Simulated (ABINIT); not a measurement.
Write the native input for ABINIT 10.8.3 (patched build) that does the following.

```yaml
Task: single point
Functional: PBE
Potentials_or_basis: JTH PAW PBE v2.0
Cutoff: 626 eV
k_mesh: 7 × 7 × 7
Occupations: fermi-dirac, width 0.05 eV
Spin: no spin polarisation
Fine-grid_cutoff: 1224.51 eV
```

BaTiO3:

```xyz
5
Lattice="3.9998 0.0000 0.0000 0.0000 3.9998 0.0000 0.0000 0.0000 4.0180" Properties=species:S:1:pos:R:3 pbc="T T T"
Ba   -0.0396    0.0615   -0.0156
Ti    1.9874    2.0013    1.9824
O    -0.0148    2.0017    2.0594
O     2.0536    0.0018    2.0959
O     2.0258    1.9721    0.0990
```

The cell isn't the ideal one: atoms moved at random, drawn with an rms of 0.05 Å.

One way to write it, as run:

run.abi

```
pp_dirpath "./"
pseudos "Ba.GGA_PBE-JTH.xml, Ti.GGA_PBE-JTH.xml, O.GGA_PBE-JTH.xml"

acell 3*1.0 Angstrom
rprim
     3.9998000000     0.0000000000     0.0000000000
     0.0000000000     3.9998000000     0.0000000000
     0.0000000000     0.0000000000     4.0180000000
ntypat 3
znucl 56 22 8
natom 5
typat 1 2 3 3 3
xcart
    -0.0749125567     0.1162803725    -0.0294225633
     3.7557184664     3.7818709683     3.7462022497
    -0.0278985215     3.7826721721     3.8917661108
     3.8807742882     0.0034844807     3.9606946346
     3.8282576458     3.7266408148     0.1870363877
chkprim 0
chksymtnons 0
tolsym 1.0e-6

ecut 23.0
pawecutdg 45.0
pawxcdev 0

kptopt 1
ngkpt 7 7 7
nshiftk 1
shiftk 0.0 0.0 0.0

ixc 11

nband 24
occopt 3
tsmear 0.05 eV

nstep 100
tolvrs 1.0e-9

iomode 3
prtwf 0
prteig 0
prtebands 0
enunit 2
prtden 1
prtvha 1
prtvclmb 1
prtpot 1
```

Potentials or basis: JTH PAW PBE v2.0.

Run with:

```console
$ abinit run.abi > log 2>&1
```

Results of the run:

| Item | Value |
| --- | --- |
| Pressure | 4.1 GPa |
| Largest force | 0.575 eV/Å |
| Band gap on the k mesh | 1.90 eV, indirect (least direct gap 2.08 eV) |

Caveat: this set's barium file shifts pressures by 1.5 GPa and gaps by 0.1 eV against other sets; spin-orbit coupling is left out, which moves the levels of the heavy elements; an odd mesh through Γ misses points on the zone boundary, where band edges often lie; the atomic spheres overlap.

Wall time 8.2 min on 1 thread of Arm Neoverse V2 (shared host), peak memory 0.38 GiB.
